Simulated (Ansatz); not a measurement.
## Ag(110) / 3 layers Pd(110) / Ag(110): resistance against film thickness

Wanted: interface resistance and thickness dependence for Ag(110) / 3 layers Pd(110) / Ag(110).

Method: Ansatz plane-wave DFT, PBE, PAW files; ballistic transport by layer matching (Landauer), zero bias; PAW set soft_1, in Ansatz 0.2.0.

Most raw output is cut from this account.

**1. Starting point**

The cell holds 16 atoms: 13 Ag and 3 Pd. Cell: a = 2.889 Å, b = 4.086 Å, c = 22.520 Å, α = 90.0°, β = 90.0°, γ = 90.0°. It derives from Ag and Pd. Regions: lead, 13 atoms (13 Ag); films, 3 atoms (3 Pd). The structure is stacked along c, and the current runs across the ab planes.

**2. With 3 layers**

The film is laid into the lead at the lead's in-plane lattice, and the cell closes on the lead's own image. The mesh across the current, 26×18, is finer than the density's, because channels open and close sharply across the zone. Energies from -1 to 1 eV in steps of 0.036 eV cover the slope of the Fermi function at 300 K, so the program can form a conductance.

File input.yaml:

```yaml
crystal:
  lattice:
    - [2.8893797293, 0.0, 0.0]
    - [0.0, 4.0862, 0.0]
    - [0.0, 0.0, 22.5196529193]
  atoms:
    - { symbol: Ag, position: [0.0, 0.0, 0.0320762018] }
    - { symbol: Ag, position: [0.5, 0.5, 0.0962286055] }
    - { symbol: Ag, position: [0.0, 0.0, 0.1603810092] }
    - { symbol: Ag, position: [0.5, 0.5, 0.2245334129] }
    - { symbol: Ag, position: [0.0, 0.0, 0.2886858165] }
    - { symbol: Ag, position: [0.5, 0.5, 0.3528382202] }
    - { symbol: Pd, position: [0.0, 0.0, 0.4125842141] }
    - { symbol: Pd, position: [0.5, 0.5, 0.4679237982] }
    - { symbol: Pd, position: [0.0, 0.0, 0.5232633823] }
    - { symbol: Ag, position: [0.5, 0.5, 0.5830093761] }
    - { symbol: Ag, position: [0.0, 0.0, 0.6471617798] }
    - { symbol: Ag, position: [0.5, 0.5, 0.7113141835] }
    - { symbol: Ag, position: [0.0, 0.0, 0.7754665871] }
    - { symbol: Ag, position: [0.5, 0.5, 0.8396189908] }
    - { symbol: Ag, position: [0.0, 0.0, 0.9037713945] }
    - { symbol: Ag, position: [0.5, 0.5, 0.9679237982] }
kpoints:
  mp_grid: { grid: [13, 9, 2] }
hamiltonian:
  xc: pbe
  pseudopotentials: { kind: paw, azcp: { folder: soft_1 } }
scf:
  occupations: { method: fermi_dirac, width: 0.1 }
output:
  transmission: { leads: [[0, 1]], kmesh: [26, 18], e_range: [-1.0, 1.0], de: 0.036 }
  write_potential: true
  write_density: true
  volumetric_format: npy
  elf: true
```

The run is started by

```
$ ansatz run input.yaml --threads 4 --pin off --max-ram 8192MiB --backend cpu --events-out ev --progress --plain --runs-dir out
```

It took 9.9 min on 4 threads of Arm Neoverse V1, shared host; peak memory 2.6 GiB.

This step gave:

```
free energy                                                                : -119596.5882 eV
energy at zero smearing                                                    : -119596.4842 eV
Fermi energy                                                               : 17.62 eV
cell area                                                                  : 11.81 Å²
step of the lead's potential                                               : 1.8 meV
ballistic conductance of the lead                                          : 9.06e14 S/m²
estimated errors of the lead's conductance                                 : 0, 4.8, 0.2 % (band edges, k-mesh, distance from neutral)
lead conductance per cell                                                  : 1.380 G₀
conductance of the junction                                                : 5.58e14 S/m²
junction conductance per cell                                              : 0.8495 G₀
estimated errors of the junction's conductance                             : 0, 0, 5.2, 0.4, 1.5 % (energy step, band edges, k-mesh, leads' steps, distance from neutral)
area resistance that the stack adds (contact term taken off, spin by spin) : 0.6897 fΩ m²
```

Per spin. The transmission, zone mean by energy, zero at the Fermi level:

```
energy (eV)  transmission, zone mean
     -1.000                    0.877
     -0.928                    0.853
     -0.856                    0.866
     -0.784                    0.846
     -0.712                    0.822
     -0.676                    0.800
     -0.604                    0.795
     -0.532                    0.767
     -0.460                    0.720
     -0.388                    0.766
     -0.316                    0.778
     -0.244                    0.780
     -0.172                    0.813
     -0.100                    0.798
     -0.028                    0.827
      0.008                    0.854
      0.080                    0.906
      0.152                    0.952
      0.224                    0.985
      0.296                     1.00
      0.368                     1.03
      0.440                     1.05
      0.512                     1.05
      0.584                     1.07
      0.656                     1.09
      0.692                     1.10
      0.764                     1.11
      0.836                     1.10
      0.908                     1.11
      0.980                     1.11
```

Per spin. The open channels, zone mean, lead by energy, zero at the Fermi level:

```
energy (eV)  open channels, zone mean, lead
     -1.000                            1.18
     -0.964                            1.18
     -0.892                            1.18
     -0.856                            1.21
     -0.784                            1.23
     -0.748                            1.23
     -0.676                            1.23
     -0.640                            1.24
     -0.568                            1.28
     -0.532                            1.31
     -0.460                            1.35
     -0.424                            1.37
     -0.352                            1.36
     -0.316                            1.37
     -0.244                            1.37
     -0.208                            1.37
     -0.136                            1.36
     -0.100                            1.37
     -0.028                            1.37
      0.008                            1.38
      0.080                            1.37
      0.116                            1.39
      0.188                            1.43
      0.224                            1.43
      0.296                            1.43
      0.332                            1.44
      0.404                            1.45
      0.440                            1.45
      0.512                            1.42
      0.548                            1.42
      0.620                            1.42
      0.656                            1.43
      0.728                            1.45
      0.764                            1.46
      0.836                            1.45
      0.872                            1.43
      0.944                            1.42
      0.980                            1.43
```

Transmission over k1 and k2. At 0.0080 eV from the Fermi level.

Ten even steps from '_' (0.00) to '@' (1.96):
```
==++++****##%%%%%%##++::______::++##%%%%%%##****++++
..--++========++++++**@@@@@@@@@@**++++++========++--
__..++==--::......==%%@@@@@@@@@@%%==......::--==++..
____==--::..____--++++##@@@@@@##++++--____..::--==__
____..==______========++**%%**++========______==..__
____..==____==++======================++==____==..__
____..==..==++==========================++==..==..__
____..__++++==============================++++__..__
______..++++==============================++++..____
____..__++++==============================++++__..__
____..==..==++==========================++==..==..__
____..==____==++======================++==____==..__
____..==______========++**%%**++========______==..__
____==--::..____--++++##@@@@@@##++++--____..::--==__
__..++==--::......==%%@@@@@@@@@@%%==......::--==++..
..--++========++++++**@@@@@@@@@@**++++++========++--
==++++****##%%%%%%##++::______::++##%%%%%%##****++++
######%%%%@@@@@@%%##==__________==##%%@@@@@@%%%%####
```
Columns: k1 (b1) from -0.5 to 0.462; rows upwards: k2 (b2) from -0.5 to 0.444.

Open channels over k1 and k2. At 0.0080 eV from the Fermi level.

Ten even steps from '0' (0.00) to '9' (2.00):
```
99999999999900099999999999
99559999999999999999999559
95555599999999999999955555
95555555999999999995555555
95555555559999999555555555
95555555555555555555555555
95555555555555555555555555
95555555555555555555555555
95555555555555555555555555
95555555555555555555555555
95555555555555555555555555
95555555555555555555555555
95555555559999999555555555
95555555999999999995555555
95555599999999999999955555
99559999999999999999999559
99999999999900099999999999
99999999999000009999999999
```
Columns: k1 (b1) from -0.5 to 0.462; rows upwards: k2 (b2) from -0.5 to 0.444.

ELF in the ca plane at fractional y = 0.000, with atoms of Ag and Pd within 0.2 Å of it. It is the smooth field of the valence electrons, not physical close to the nuclei.

Ten even steps from '0' (0.15) to '9' (0.82), each cell a mean:
```
86310035764100358631014213302321330025774100
44200013442000134420003443101344410013442000
11000001110000011100001121000012100000110000
00000000000000000000000000000000000000000000
00000000000000000000000000000001000000000000
32100012321000123210002332100233210002331000
65300025653000256530014334201433420014653100
97410036974100369741013112312311330025984200
```
Columns run along c (16.0 Å, from fractional 0.03 to 0.74 of the cell), rows up along a (2.9 Å). Atoms in or near the plane, at fractional coordinates: Ag at (0.03, 0.00), Ag at (0.16, 0.00), Ag at (0.29, 0.00), Pd at (0.41, 0.00), Pd at (0.52, 0.00), Ag at (0.65, 0.00).

Electrostatic potential energy in the ca plane at fractional y = 0.000, with atoms of Ag and Pd within 0.2 Å of it. With pseudopotentials it is smooth inside the atoms' cores, unlike the true potential.

Values in eV, 5 rows by 16 columns, each cell a mean:
```
 -6  14  -2  -5  16  -4  -4  15 -26 -10  -2 -30  13  -2  -5  16
  7  19  12   9  20  11  10  20   9  14  16   7  19  13   9  20
 17  20  19  18  21  18  18  21  19  20  20  18  21  19  18  21
 -1  18   6   1  19   4   3  19  -3   7  11  -6  18   7   1  19
 -1  13  -2  -2  15  -3  -2  14 -31 -15  -7 -35  10  -2  -2  15
```
Columns run along c (16.0 Å, from fractional 0.03 to 0.74 of the cell; values clipped at the 3rd and 97th percentile), rows up along a (2.9 Å). Atoms in or near the plane, at fractional coordinates: Ag at (0.03, 0.00), Ag at (0.16, 0.00), Ag at (0.29, 0.00), Pd at (0.41, 0.00), Pd at (0.52, 0.00), Ag at (0.65, 0.00).

Valence density in the ca plane at fractional y = 0.000, with atoms of Ag and Pd within 0.2 Å of it. It is the smooth field of the valence electrons, not physical close to the nuclei.

Ten even steps from '0' (0 e/Å³) to '9' (21 e/Å³), each cell a mean:
```
75100014751000147410001453000255300003762000
21000001210000012100000121000012100000210000
00000000000000000000000000000000000000000000
00000000000000000000000000000000000000000000
00000000000000000000000000000000000000000000
10000000000000001000000000000000000000000000
43000002430000024300001342000134200002431000
96100015961000159610002674000267300004972000
```
Columns run along c (16.0 Å, from fractional 0.03 to 0.74 of the cell), rows up along a (2.9 Å). Atoms in or near the plane, at fractional coordinates: Ag at (0.03, 0.00), Ag at (0.16, 0.00), Ag at (0.29, 0.00), Pd at (0.41, 0.00), Pd at (0.52, 0.00), Ag at (0.65, 0.00).

The lead's potential steps by 1.8 meV from period to period, small in itself. The program estimates the junction's conductance to 5.2 % from the k-mesh, 1.5 % from the leads' distance from neutral and 0.4 % from their steps.

By hand: 1/G − 1/G_lead = 1/0.5575 − 1/0.9058 = 0.690 fΩ m² with G in 10¹⁵ S/m².

**3. With 5 layers, k-mesh 13×9×1, film layers 5**

The stack now holds 5 film layers; the k-mesh follows the cell, and the energies span -0.27 to 0.27 eV.

System of this step: Ag(110) / 5 layers Pd(110) / Ag(110). The cell holds 18 atoms: 13 Ag and 5 Pd. Its edges and angles: a = 2.889 Å, b = 4.086 Å, c = 25.012 Å, α = 90.0°, β = 90.0°, γ = 90.0°. It derives from Ag and Pd. Regions: lead, 13 atoms (13 Ag); films, 5 atoms (5 Pd). The structure is stacked along c, and the current runs across the ab planes.

File input.yaml:

```yaml
crystal:
  lattice:
    - [2.8893797293, 0.0, 0.0]
    - [0.0, 4.0862, 0.0]
    - [0.0, 0.0, 25.012109372]
  atoms:
    - { symbol: Ag, position: [0.0, 0.0, 0.0288798086] }
    - { symbol: Ag, position: [0.5, 0.5, 0.0866394259] }
    - { symbol: Ag, position: [0.0, 0.0, 0.1443990432] }
    - { symbol: Ag, position: [0.5, 0.5, 0.2021586605] }
    - { symbol: Ag, position: [0.0, 0.0, 0.2599182778] }
    - { symbol: Ag, position: [0.5, 0.5, 0.317677895] }
    - { symbol: Pd, position: [0.0, 0.0, 0.3714702012] }
    - { symbol: Pd, position: [0.5, 0.5, 0.4212951963] }
    - { symbol: Pd, position: [0.0, 0.0, 0.4711201914] }
    - { symbol: Pd, position: [0.5, 0.5, 0.5209451864] }
    - { symbol: Pd, position: [0.0, 0.0, 0.5707701815] }
    - { symbol: Ag, position: [0.5, 0.5, 0.6245624877] }
    - { symbol: Ag, position: [0.0, 0.0, 0.682322105] }
    - { symbol: Ag, position: [0.5, 0.5, 0.7400817222] }
    - { symbol: Ag, position: [0.0, 0.0, 0.7978413395] }
    - { symbol: Ag, position: [0.5, 0.5, 0.8556009568] }
    - { symbol: Ag, position: [0.0, 0.0, 0.9133605741] }
    - { symbol: Ag, position: [0.5, 0.5, 0.9711201914] }
kpoints:
  mp_grid: { grid: [13, 9, 1] }
hamiltonian:
  xc: pbe
  pseudopotentials: { kind: paw, azcp: { folder: soft_1 } }
scf:
  occupations: { method: fermi_dirac, width: 0.1 }
output:
  transmission:
    leads: [[0, 1]]
    kmesh: [26, 18]
    e_range: [-0.27, 0.27]
    de: 0.036
  write_potential: true
  write_density: true
  volumetric_format: npy
```

Elapsed: 5.6 min, on 4 threads; peak memory 2.2 GiB; 20 min of CPU time.

Numbers from this step:

```yaml
free_energy: -133541.9967 eV
energy_at_zero_smearing: -133541.8073 eV
fermi_energy: 17.80 eV
step_of_the_lead_s_potential: 1.6 meV
ballistic_conductance_of_the_lead: 9.03e14 S/m²
lead_conductance_per_cell: 1.376 G₀
conductance_of_the_junction: 5.98e14 S/m²
junction_conductance_per_cell: 0.9120 G₀
estimated_errors_of_the_junction_s_conductance: 0, 0, 4.7, 0.7, 0.4 % (energy step, band edges, k-mesh, leads' steps, distance from neutral)
area_resistance_that_the_stack_adds_contact_term_taken_off_spin_by_spin: 0.5634 fΩ m²
```

Per spin. The transmission, zone mean by energy, zero at the Fermi level:

```
energy (eV)  transmission, zone mean
     -0.270                    0.727
     -0.234                    0.734
     -0.198                    0.771
     -0.162                    0.828
     -0.126                    0.859
     -0.090                    0.869
     -0.054                    0.900
     -0.018                    0.920
      0.018                    0.900
      0.054                    0.932
      0.090                    0.931
      0.126                    0.934
      0.162                    0.949
      0.198                    0.960
      0.234                    0.969
      0.270                    0.978
```

The conductance of the junction is 6.0e14 S/m², 7.4 % over the 5.6e14 S/m² of the last finished run, no more than the error estimates, leads' steps apart, of 5.2 and 4.7 % together.

**4. With 6 layers, k-mesh 13×9×1, film layers 6**

The stack now holds 6 film layers; the k-mesh follows the cell, and the energies span -0.27 to 0.27 eV.

System of this step: Ag(110) / 6 layers Pd(110) / Ag(110). The cell holds 18 atoms: 12 Ag and 6 Pd. Its edges and angles: a = 2.889 Å, b = 4.086 Å, c = 24.814 Å, α = 90.0°, β = 90.0°, γ = 90.0°. It derives from Ag and Pd. Regions: lead, 12 atoms (12 Ag); films, 6 atoms (6 Pd). The structure is stacked along c, and the current runs across the ab planes.

input.yaml, the sections that differ from step 3:

```yaml
crystal:
  lattice:
    - [2.8893797293, 0.0, 0.0]
    - [0.0, 4.0862, 0.0]
    - [0.0, 0.0, 24.8136477337]
  atoms:
    - { symbol: Ag, position: [0.0, 0.0, 0.0291107918] }
    - { symbol: Ag, position: [0.5, 0.5, 0.0873323753] }
    - { symbol: Ag, position: [0.0, 0.0, 0.1455539589] }
    - { symbol: Ag, position: [0.5, 0.5, 0.2037755424] }
    - { symbol: Ag, position: [0.0, 0.0, 0.261997126] }
    - { symbol: Ag, position: [0.5, 0.5, 0.3202187095] }
    - { symbol: Pd, position: [0.0, 0.0, 0.3744412511] }
    - { symbol: Pd, position: [0.5, 0.5, 0.4246647506] }
    - { symbol: Pd, position: [0.0, 0.0, 0.4748882502] }
    - { symbol: Pd, position: [0.5, 0.5, 0.5251117498] }
    - { symbol: Pd, position: [0.0, 0.0, 0.5753352494] }
    - { symbol: Pd, position: [0.5, 0.5, 0.6255587489] }
    - { symbol: Ag, position: [0.0, 0.0, 0.6797812905] }
    - { symbol: Ag, position: [0.5, 0.5, 0.738002874] }
    - { symbol: Ag, position: [0.0, 0.0, 0.7962244576] }
    - { symbol: Ag, position: [0.5, 0.5, 0.8544460411] }
    - { symbol: Ag, position: [0.0, 0.0, 0.9126676247] }
    - { symbol: Ag, position: [0.5, 0.5, 0.9708892082] }
# kpoints, hamiltonian, scf, output: as in step 3
```

The job ended after 5.8 min (4 threads; peak memory 2.1 GiB).

This step gave:

```yaml
free_energy: -132924.1338 eV
energy_at_zero_smearing: -132923.9142 eV
fermi_energy: 17.94 eV
step_of_the_lead_s_potential: 3.2 meV
ballistic_conductance_of_the_lead: 9.05e14 S/m²
estimated_errors_of_the_lead_s_conductance: 0, 4.8, 0.1 % (band edges, k-mesh, distance from neutral)
lead_conductance_per_cell: 1.379 G₀
conductance_of_the_junction: 5.51e14 S/m²
junction_conductance_per_cell: 0.8391 G₀
estimated_errors_of_the_junction_s_conductance: 0.1, 0, 5.1, 2.1, 0.3 % (energy step, band edges, k-mesh, leads' steps, distance from neutral)
area_resistance_that_the_stack_adds_contact_term_taken_off_spin_by_spin: 0.7106 fΩ m²
```

Per spin. Table of transmission, zone mean by energy, zero at the Fermi level:

```
energy (eV)  transmission, zone mean
     -0.270                    0.748
     -0.234                    0.780
     -0.198                    0.766
     -0.162                    0.771
     -0.126                    0.716
     -0.090                    0.755
     -0.054                    0.815
     -0.018                    0.855
      0.018                    0.833
      0.054                    0.876
      0.090                    0.880
      0.126                    0.892
      0.162                    0.914
      0.198                    0.926
      0.234                    0.934
      0.270                    0.941
```

The conductance of the junction is 5.5e14 S/m², 8.0 % under the 6.0e14 S/m² of the last finished run, no more than the error estimates, leads' steps apart, of 4.7 and 5.1 % together.

[end of part 1 of 2]

[Logs are printed without paths, hosts, clocks, repeated set-up lines and the standing remarks that a program may print on its own settings, such as how far it seeks lower states.]

[Hosts, paths, dates, database ids (printed as entryN), source tags and the programs' standing remarks are cut or masked in the printed files.]
